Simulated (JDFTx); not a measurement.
Na2S:

```
S Na
1.0
     0.00000    3.27350    3.27350
     3.27350    0.00000    3.27350
     3.27350    3.27350    0.00000
S Na
1 2
Direct
  0.00000 0.00000 0.00000
  0.75000 0.75000 0.75000
  0.25000 0.25000 0.25000
```

| Quantity | Value |
| --- | --- |
| Program | JDFTx 1.7.0 (patched build) |
| Task | single point |
| Functional | PBEsol |
| Potentials or basis | PseudoDojo-SR-PBEsol-0.4.1-standard with smoothed tails |
| Cutoff | 1197 eV |
| Density cutoff | 9578 eV |
| k mesh | 7 × 7 × 7 |
| Occupations | fermi-dirac, width 0.05 eV |
| Spin | no spin polarisation |

On this cell: pressure -0.6 GPa; largest force zero by symmetry; band gap on the k mesh 2.36 eV, direct.

The same run follows on a disturbed copy (atoms moved at random, drawn with an rms of 0.05 Å):

```
CELL_PARAMETERS angstrom
0.00000 3.27350 3.27350
3.27350 0.00000 3.27350
3.27350 3.27350 0.00000
ATOMIC_POSITIONS crystal
S 0.00245 0.99582 0.99954
Na 0.74286 0.74676 0.75882
Na 0.26369 0.24206 0.24239
```

What changes?

The energy moves by +1.9 meV/atom; pressure -0.5 GPa; largest force 0.131 eV/Å; band gap on the k mesh 2.33 eV, direct.

Forces on the atoms (eV/Å):
```
S   -0.004  0.016 -0.003
Na  -0.097  0.017  0.078
Na   0.102 -0.033 -0.075
```

Stress tensor (GPa, compression positive):
```
-0.53 -0.15 -0.04
-0.15 -0.54  0.19
-0.04  0.19 -0.53
```

Caveats: the empty levels aren't tightly converged.

